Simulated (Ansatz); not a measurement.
The system is PbF2 (Fluorocronite).

```xyz
3
Lattice="0.0000 2.9637 2.9637 2.9637 0.0000 2.9637 2.9637 2.9637 0.0000" Properties=species:S:1:pos:R:3 pbc="T T T"
Pb    0.0000    0.0000    0.0000
F     4.4455    4.4455    4.4455
F     1.4818    1.4818    1.4818
```

Base run:

| Property | Result |
| --- | --- |
| Program | Ansatz 0.2.0 |
| Functional | LDA |
| Potentials or basis | Ansatz PAW |
| Cutoff | 420 eV (not typed: the program's choice for these potentials) |
| k mesh | 8 × 8 × 8 |
| Occupations | fixed |
| Spin | no spin polarisation |

Its results: band gap on the k mesh 4.26 eV, indirect (least direct gap 4.42 eV); electronic dielectric tensor (diagonal) 3.40.

**Question.** The run is repeated on the same cell with these changes: functional from LDA to PBE. What comes out?

**Answer.** Band gap on the k mesh 4.42 eV, indirect (least direct gap 4.57 eV); electronic dielectric tensor (diagonal) 3.33.

Caveats: spin-orbit coupling is left out, which as a rule narrows the gap of such compounds by several tenths of an eV.

A k mesh can miss the band edges.
